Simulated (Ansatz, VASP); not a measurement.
## Cross-check of Al95N95O (V_Al-O_N) between VASP and Ansatz

Aim: how closely do two programs agree when they are given the same cell, functional and k mesh? The cell is taken from a series of runs on this material, whose earlier steps may have relaxed, scaled, displaced or heated it; both programs get it as it stands.

Program: Ansatz 0.2.0. Level of theory: plane waves, with VASP 6.6.1 beside it; single point at PBE. Results are calculated unless marked as measured.

### Step 1. The starting structure

The cell holds 191 atoms: 95 Al, 95 N and 1 O. Cell: a = 12.521 Å, b = 12.521 Å, c = 15.054 Å, α = 90.0°, β = 90.0°, γ = 120.0°. It derives from AlN (AlN (P6_3mc)). Nearest the centre at fractional (0.417, 0.333, 0.499): N127 at 2.11 Å, N151 at 2.11 Å, N128 at 2.18 Å, O191 at 2.19 Å, Al32 at 3.07 Å, Al55 at 3.07 Å, Al33 at 3.08 Å, Al57 at 3.08 Å.

### Step 2. Ansatz: single point, PBE

Ansatz runs on its default PAW (the set named soft_2) files.

A single point gives forces, pressure and levels at one fixed geometry, so differences don't come from the geometry; what else differs is listed under the comparison.

input.yaml

```yaml
crystal:
  checkpoint: "../qm1_M1.relax_smeared.run"
  host: checkpoint
basis:
  ecutwfc: 420
  xc_grid: 2
hamiltonian:
  xc: pbe
kpoints:
  mp_grid: { grid: [1, 1, 1] }
scf:
  occupations: { method: fermi_dirac, width: 0.01 }
  max_iter: 80
output:
  forces: true
  eigenvalues: true
  charged_corrections: { defect_position: [0.416667, 0.333333, 0.499] }
checkpoint:
  read: "../qm1_M1.relax_smeared.run"
  write: "../qm1_M1.point_neutral.run"
  compress: false
  write_wavefunctions: false
  write_every: 100000
```

Run with:

```
$ ansatz run input.yaml --threads 4 --pin off --max-ram 18841MiB --backend cpu --events-out ev --progress --plain --runs-dir out
```

Numbers of over 12 decimals in the logs are rounded to 6 here.

What it wrote:

```text
Warning: checkpoint.read: spin treatment differs: saved collinear, current unpolarized; the saved charge density seeds this run and the saved magnetisation is not carried: this deck is unpolarised; the saved density holds an absolute magnetisation of 1.1e0 μB; saved orbitals and DFT+U occupations are not carried; the saved PAW projector densities are carried summed over spin
checkpoint.read: the saved state was converged at a total charge of -1 e, and this run's is 0 e: a saved density that it takes is scaled to its electron count
crystal.checkpoint: the structure is that of <dir>, a `relax` run, at its step 7: its result, under pbe at a charge of -1 e; 191 atoms read, 0 with a starting moment; this deck's charge is 0 e; crystal.structure_sha256 for this input is
Engine: ansatz 0.2.0, aarch64-unknown-linux-gnu
Pseudopotentials: kind: paw
Pseudopotential: Al, paw, valence charge 3, recommended cutoff 420 eV (normal), Al.paw.azcp
Pseudopotential: N, paw, valence charge 5, recommended cutoff 420 eV (normal), N.paw.azcp
Pseudopotential: O, paw, valence charge 6, recommended cutoff 420 eV (normal), O.paw.azcp
Functional definition: PBE
  parameter kappa = 0.804
  parameter beta = 0.066725
  exchange = pbe_x(kappa = kappa, mu = beta*pi^2/3)
  correlation = pbe_c(beta = beta)
Crystal: 191 atoms, lattice volume = 2043.865 Å³
Basis set: ecut = 420 eV, 39903 PW (Γ), exchange–correlation on 180×180×216 points (8 copies of the dense FFT grid, shifted against one another)
Bands: 574, of which v1, the nominal top of the filled ones, is band 383 counted from 1 (382 counted from 0)
Symmetry: 1 space group operations
Space group: P1 (ITA 1), of the structure as read, at distance tolerance 1.3e-4 Å
k-points: 1
Non-local potential: Al, projectors of the file, l = 0: 2, l = 1: 2, l = 2: 1
Non-local potential: N, projectors of the file, l = 0: 2, l = 1: 2, l = 2: 1
Non-local potential: O, projectors of the file, l = 0: 2, l = 1: 2, l = 2: 1
PAW form: soft (Blöchl's): semilocal exchange-correlation on the pseudo side does not see the compensation charge
PAW one-centre angular grid: Al, 110 points (default); XC on 64 Gauss nodes
PAW one-centre angular grid: N, 110 points (default); XC on 64 Gauss nodes
PAW one-centre angular grid: O, 110 points (default); XC on 64 Gauss nodes
Initial density: read from a saved state, or passed on in memory by an earlier SCF of this step, an earlier step, the calling program or the single point that the run made first
Initial wavefunctions: pseudopotential atomic-orbital guess
Functional: x = pbe(κ = 0.804, μ = 0.219515), c = pbe(β = 0.066725)
iter 1 solved again at ethr=1.11e-3 eV; its pass at ethr=3.10e-3 eV (dr2=8.52e0 eV) is discarded
SCF iter   1: F=—  HF=-88366.103226 eV  |F-HF|=—  |Δ(HF+E_count)|=         —  Δρ=1.39e-2  dr2=8.50e0  ethr=1.11e-3  ⟨swp⟩=6.0  Hψ=3451  notcnv=0
preconditioner: auto → Resta (q_TF=auto, 2.317 Å⁻¹)  ε∞=4.1  [insulator: Δε(μ)=0.160 eV  Ē_g=12.983 eV  σ=0.010 eV  W_gap=1.00  n_scr=436 (ndim 8)  ℏωp=22.7 eV  f_vac=0.000  D(μ)=0.13/eV (n_scr^D=0)  ε∞_Penn≈4.1]
SCF iter   2: F=—  HF=-88365.987356 eV  |F-HF|=—  |Δ(HF+E_count)|=   1.16e-1  Δρ=1.07e-2  dr2=3.75e0  ethr=1.11e-3  ⟨swp⟩=2.0  Hψ=762  notcnv=0
SCF iter   3: F=—  HF=-88365.676205 eV  |F-HF|=—  |Δ(HF+E_count)|=   3.11e-1  Δρ=7.68e-3  dr2=2.39e0  ethr=4.90e-4  ⟨swp⟩=2.0  Hψ=662  notcnv=0  defer=2
SCF iter   4: F=—  HF=-88366.034441 eV  |F-HF|=—  |Δ(HF+E_count)|=   3.58e-1  Δρ=1.49e-2  dr2=9.11e0  ethr=3.12e-4  ⟨swp⟩=2.0  Hψ=687  notcnv=0  defer=6  recentre
SCF iter   5: F=—  HF=-88365.732912 eV  |F-HF|=—  |Δ(HF+E_count)|=   3.02e-1  Δρ=1.11e-2  dr2=5.24e0  ethr=3.12e-4  ⟨swp⟩=2.0  Hψ=662  notcnv=0  defer=141
SCF iter   6: F=—  HF=-88365.575218 eV  |F-HF|=—  |Δ(HF+E_count)|=   1.58e-1  Δρ=6.62e-3  dr2=1.82e0  ethr=3.12e-4  ⟨swp⟩=1.0  Hψ=391  notcnv=0  defer=141
SCF iter   7: F=—  HF=-88365.565058 eV  |F-HF|=—  |Δ(HF+E_count)|=   1.02e-2  Δρ=4.18e-3  dr2=6.57e-1  ethr=2.37e-4  ⟨swp⟩=1.0  Hψ=661  notcnv=0  defer=112
SCF iter   8: F=—  HF=-88365.567501 eV  |F-HF|=—  |Δ(HF+E_count)|=   2.44e-3  Δρ=4.62e-3  dr2=8.93e-1  ethr=8.58e-5  ⟨swp⟩=1.0  Hψ=391  notcnv=0  defer=43
automatic band count: iteration 8 solves 444 bands in place of 574: the levels show a gap, and the empty bands left out lie too high to hold charge; the band table lists the bands solved (type scf.n_extra_bands for more)
SCF iter   9: F=—  HF=-88365.559423 eV  |F-HF|=—  |Δ(HF+E_count)|=   8.08e-3  Δρ=3.10e-3  dr2=3.98e-1  ethr=8.58e-5  ⟨swp⟩=1.0  Hψ=391  notcnv=0  defer=43
SCF iter  10: F=—  HF=-88365.556687 eV  |F-HF|=—  |Δ(HF+E_count)|=   2.74e-3  Δρ=1.57e-3  dr2=1.01e-1  ethr=5.20e-5  ⟨swp⟩=3.0  Hψ=940  notcnv=0  defer=183
automatic band count: iteration 10 solves 574 bands in place of 444: the levels no longer show a gap clear of their residuals, so the SCF keeps every band
[...]
atom 128  Al     0.01183036     0.27555749     0.07807247
  atom 129  Al     0.00009455     0.06715703    -0.03426820
  atom 130  N     -0.00028155    -0.14269619    -0.08317983
  atom 131  N     -0.02066569    -0.09637513    -0.06421823
  atom 132  Al     0.00011556     0.07860638    -0.04562368
  atom 133  Al     0.00344943     0.02074442    -0.04658715
  atom 134  N     -0.00079860    -0.01240964     0.03430803
  atom 135  N     -0.00037358    -0.07964601     0.05915543
  atom 136  Al    -0.00005204     0.14719348     0.02765861
  atom 137  Al     0.00428907     0.01464297     0.05236050
  atom 138  N     -0.01190987    -0.04249807     0.01544069
  atom 139  N     -0.00026335    -0.09474243    -0.04194698
  atom 140  Al     0.00007859     0.07941132     0.04607028
  atom 141  Al    -0.00547716     0.00550986     0.00215081
  atom 142  N     -0.00799839    -0.01291361    -0.04204437
  atom 143  N      0.00002336    -0.05357111    -0.00654675
  atom 144  Al    -0.03666559    -0.03049573    -0.04380572
  atom 145  Al    -0.00033419    -0.06261403    -0.05115733
  atom 146  N      0.00004226     0.02218988     0.04033571
  atom 147  N      0.02904200     0.04303585     0.05570086
  atom 148  Al    -0.06133330    -0.04693277     0.02104381
  atom 149  Al    -0.00035944    -0.04121316     0.05793678
  atom 150  N      0.00063900     0.07670806     0.01223627
  atom 151  N      0.05175478     0.04364424    -0.03543293
[...]
atom 184  Al    -0.04295795     0.15304293     0.06498161
  atom 185  Al    -0.00396432     0.01429646     0.05236871
  atom 186  N      0.01193603    -0.04144276     0.01533368
  atom 187  N     -0.00299124    -0.04130736    -0.05361973
  atom 188  Al    -0.02093927     0.02955270     0.05390000
  atom 189  Al     0.00544183     0.00531780     0.00201665
  atom 190  N      0.00785977    -0.01277585    -0.04190592
  atom 191  N      0.00004260    -0.01470892    -0.01474598
  max |Σ_I F_I| component: 5.43e-4 eV/Å
--- Band table (eV) ---
  k-point 0: bands = [... 379 lower, 6.6444, 6.6602, 6.8066, 7.0543, 7.0585, 10.8975, 11.7493, 11.7786, ... 187 higher]
```

Reading the cycles: dr2 is the Hartree energy of the density residual (eV), the measure of convergence; HF is the Harris–Foulkes estimate of the energy, which meets the free energy F at convergence.

### Step 3. VASP: single point, PBE

The same cell, functional, mesh and smearing now go to VASP, with its own data sets.

Lines of VASP's logs that name or quote its potential files are left out, and so is its time.

INCAR

```
SYSTEM = Al95N95O
PREC = Accurate
ENCUT = 520
EDIFF = 1E-06
NELM = 120
ISMEAR = -1
SIGMA = 0.01
LREAL = Auto
ALGO = Normal
GGA = PE
NBANDS = 516
LORBIT = 11
LWAVE = .FALSE.
LCHARG = .FALSE.
ISIF = 2
LASPH = .TRUE.
GGA_COMPAT = .FALSE.
```

POSCAR

```
Al95N95O
1.0
   12.5209048466      0.0000000000      0.0000000000
   -6.2604524233     10.8434216755      0.0000000000
    0.0000000000      0.0000000000     15.0539412422
Al N O
95 95 1
Direct
    0.1669012687      0.0835344749      0.1654598179
    0.0839911145      0.1674963563      0.3319466861
    0.1659519758      0.0820998949      0.4988993778
    0.0847854714      0.1674761654      0.6655737148
[... 4 atom lines left out ...]
    0.1684791352      0.3337717820      0.4999307624
[... 16 atom lines left out ...]
    0.3331896584      0.1662757804      0.3317018993
    0.4162482695      0.0820834772      0.4989054763
    0.3345663213      0.1690019024      0.6668115879
[... 3 atom lines left out ...]
    0.3339859813      0.4169472916      0.3337247148
    0.3346274495      0.4165922219      0.6650915760
[... 4 atom lines left out ...]
    0.4174717370      0.5831676327      0.4996225354
[... 10 atom lines left out ...]
    0.5836103869      0.1674911998      0.3319447146
[... 1 atom line left out ...]
    0.5828046062      0.1674653184      0.6655897406
[... 3 atom lines left out ...]
    0.5830365660      0.4169342255      0.3336709392
    0.6654219630      0.3337181983      0.4999713828
    0.5821167486      0.4166037569      0.6651315625
[... 3 atom lines left out ...]
    0.5832746758      0.6664494683      0.3323742014
    0.6658136395      0.5832354284      0.4996549449
    0.5833855389      0.6666657361      0.6659707625
[... 33 atom lines left out ...]
    0.1666612987      0.0832330944      0.2928956519
    0.0849937604      0.1665849982      0.4593381498
    0.1679370299      0.0836264377      0.6251090455
[... 3 atom lines left out ...]
    0.1664213632      0.3329391566      0.2915467143
    0.0819393095      0.4159517207      0.4599340390
    0.1662472839      0.3333816601      0.6269272620
[... 10 atom lines left out ...]
    0.0825933540      0.9157896771      0.4598091928
[... 4 atom lines left out ...]
    0.4166821281      0.0832347475      0.2928970422
    0.4158119632      0.0836172758      0.6251129553
    0.3316323135      0.1631422985      0.7950595106
[... 2 atom lines left out ...]
    0.4160147787      0.3319276480      0.2935138710
    0.3250270502      0.4262718476      0.4555192107
    0.4167878503      0.3333905176      0.6439454379
    0.3318117955      0.4188539775      0.7945006511
[... 2 atom lines left out ...]
    0.4176028512      0.5839991606      0.2914243571
[... 1 atom line left out ...]
    0.4173541489      0.5847918615      0.6269193155
[... 4 atom lines left out ...]
    0.3333051349      0.9157895302      0.4598091329
[... 5 atom lines left out ...]
    0.5816951226      0.1665850406      0.4593423314
[... 4 atom lines left out ...]
    0.6666222659      0.3329455248      0.2915569013
    0.6014156911      0.4262966886      0.4555214256
    0.6672643447      0.3333790014      0.6269421705
    0.5871889818      0.4188668298      0.7945226889
[... 2 atom lines left out ...]
    0.6665047331      0.5839911749      0.2914334157
    0.5842361622      0.6683701942      0.4595538260
    0.6675620190      0.5847962843      0.6269292313
[... 16 atom lines left out ...]
    0.8340960207      0.4159532262      0.4599328146
[... 15 atom lines left out ...]
    0.3208247508      0.1415282939      0.4527913039
```

KPOINTS

```
Automatic mesh
0
Gamma
1 1 1
0 0 0
```

PAW data sets: Al, N and O (PBE family, release 64).

Run with:

```
$ export OMP_NUM_THREADS=3
$ mpirun -np 1 vasp_gam
```

What it wrote:

```text
[banner, memory and clock lines left out]
running    1 mpi-ranks, on    1 nodes
[...]
Offloading initialized ...    1 GPUs detected
[...]
LDA part: xc-table for (Slater+PW92), standard interpolation
 POSCAR, INCAR and KPOINTS ok, starting setup
[...]
entering main loop
       N       E                     dE             d eps       ncg     rms          rms(c)
DAV:   1     0.547832584082E+04    0.54783E+04   -0.40627E+05  1040   0.143E+03
DAV:   2    -0.102686110706E+04   -0.65052E+04   -0.61654E+04  1332   0.320E+02
DAV:   3    -0.162539198091E+04   -0.59853E+03   -0.59240E+03  1240   0.100E+02
DAV:   4    -0.163854872577E+04   -0.13157E+02   -0.13100E+02  1224   0.163E+01
[...]
DAV:  30    -0.141604491266E+04   -0.22771E-05   -0.23533E-06   832   0.196E-03    0.515E-03
DAV:  31    -0.141604491444E+04   -0.17743E-05   -0.82164E-07   608   0.175E-03    0.161E-02
DAV:  32    -0.141604491440E+04    0.40212E-07   -0.20060E-07   600   0.833E-04
   1 F= -.14160449E+04 E0= -.14160312E+04  d E =-.275259E-01
```

From OUTCAR (step 3):

```text
  FREE ENERGIE OF THE ION-ELECTRON SYSTEM (eV)
  ---------------------------------------------------
  free  energy   TOTEN  =     -1416.0449143965 eV

  energy  without entropy=    -1416.0173885256  energy(sigma->0) =    -1416.03115146
```

The run ends at a pressure of -0.04 GPa, with forces up to 0.97 eV/Å.

### Step 4. Differences

Known differences besides the potentials themselves: the cutoff is 420 eV in Ansatz and 520 eV in VASP (PREC = Accurate, projectors in real space). Total energies have different zeros and are not compared.

Forces on 9 of the 191 atoms, those with the largest forces and the largest differences (eV/Å; atoms numbered as in POSCAR):

| atom | Ansatz x, y, z | VASP x, y, z |
| --- | --- | --- |
| Al3 | -0.056, -0.143, -0.056 | -0.066, -0.146, -0.051 |
| Al9 | -0.347, -0.411, 0.167 | -0.344, -0.408, 0.165 |
| Al27 | 0.057, -0.141, -0.056 | 0.067, -0.143, -0.051 |
| Al28 | 0.000, -0.960, -0.003 | -0.001, -0.971, 0.000 |
| Al32 | 0.043, -0.028, -0.574 | 0.045, -0.027, -0.577 |
| Al33 | -0.748, 0.430, 0.074 | -0.755, 0.435, 0.072 |
| Al34 | 0.000, -0.020, 0.621 | 0.000, -0.018, 0.626 |
| Al55 | -0.037, -0.026, -0.557 | -0.039, -0.025, -0.561 |
| Al57 | 0.750, 0.431, 0.070 | 0.757, 0.436, 0.070 |

The forces differ by 1.8 meV/Å r.m.s., which is 1.5 % of the r.m.s. force of 0.125 eV/Å (both taken over all components).

### Step 5. What came out

```
r.m.s. force difference (single point, PBE) : 1.8 meV/Å
```

What this shows: The r.m.s. force difference is 1.8 meV/Å (single point, PBE), within the 12 meV/Å picked in this series as the mark of a large difference. Such differences can come from data sets, numerical settings and the points named under the comparisons, not from the functional's error against experiment.

[Lines on the potential files, build, host, timing and source positions are cut from VASP's logs without a mark.]

[Logs are printed without paths, hosts, clocks, repeated set-up lines and the standing remarks that a program may print on its own settings, such as how far it seeks lower states.]

[Hosts, paths, dates, database ids (printed as entryN), source tags and the programs' standing remarks are cut or masked in the printed files.]
